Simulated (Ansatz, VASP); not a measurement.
This is a calculation of TiAl3 for VASP 6.6.1.

INCAR

```
PREC     = Accurate       # precision mode
ENCUT    = 520            # plane-wave cutoff, eV
EDIFF    = 1E-7           # SCF threshold, eV
ISMEAR   = -1             # smearing method
SIGMA    = 0.05           # smearing width, eV
LREAL    = False          # projectors in reciprocal space
LASPH    = True           # aspherical terms in the spheres
NELM     = 100            # most SCF steps
ALGO     = Normal         # electronic algorithm
ISIF     = 2              # what is computed and relaxed
LWAVE    = False          # write WAVECAR
LCHARG   = True           # write CHGCAR
GGA      = PE             # functional
LELF     = True           # ELF
LVHAR    = True         
NBANDS   = 18             # bands
```

KPOINTS

```
regular mesh
0
Gamma
  7 7 7
```

File POSCAR:

```
TiAl3
1.0
    3.9556712500      0.0000000000      0.0000000000
    0.0000000000      3.9556712500      0.0000000000
    0.0000000000      0.0000000000      3.9556712500
Ti Al
1 3
Direct
   -0.0002500000     -0.0129780000      0.0046920000
    0.0011090000      0.5074710000      0.5093790000
    0.5091560000     -0.0104980000      0.5058130000
    0.5053880000      0.5059400000     -0.0011050000
```

Potentials or basis: VASP PAW PBE potentials, release 64 (Ti_sv, Al).

Command:

```sh
$ cat potpaw_PBE.64/Ti_sv/POTCAR potpaw_PBE.64/Al/POTCAR > POTCAR
$ mpirun -np 1 vasp_std > vasp.out
```

Q: Set up the same calculation for Ansatz 0.2.0. Potentials there: Ansatz PAW.

A: As run (the cutoff follows the program's own potentials):

input.yaml

```yaml
crystal:
  lattice:
    - [3.95567125, 0.0, 0.0]
    - [0.0, 3.95567125, 0.0]
    - [0.0, 0.0, 3.95567125]
  atoms:
    - { symbol: Ti, position: [-0.00025, -0.012978, 0.004692] }
    - { symbol: Al, position: [0.001109, 0.507471, 0.509379] }
    - { symbol: Al, position: [0.509156, -0.010498, 0.505813] }
    - { symbol: Al, position: [0.505388, 0.50594, -0.001105] }
hamiltonian:
  xc: pbe
  pseudopotentials: { kind: paw }
kpoints:
  mp_grid: { grid: [7, 7, 7] }
scf:
  occupations: { method: fermi_dirac, width: 0.05 }
output:
  forces: true
  stress: true
  eigenvalues: true
```

Potentials or basis: Ansatz PAW.

Launch:

```bash
$ ansatz run input.yaml --threads 2 --pin off --max-ram 5120MiB --backend cpu --events-out ev --progress --plain --runs-dir out
```

Both were run:

|  | VASP | Ansatz | Ansatz less VASP |
| --- | --- | --- | --- |
| gap on the k mesh at the Fermi level (eV) | none | none | - |
| pressure (GPa) | 2.4 | 2.4 | +0.01 |
| rms of the force components (eV/Å) | 0.350 | 0.349 | -0.0007 |

Atom by atom the forces differ by 0.001 eV/Å (rms over components). A gap of «none» marks a metal or a gap that the smearing closes.
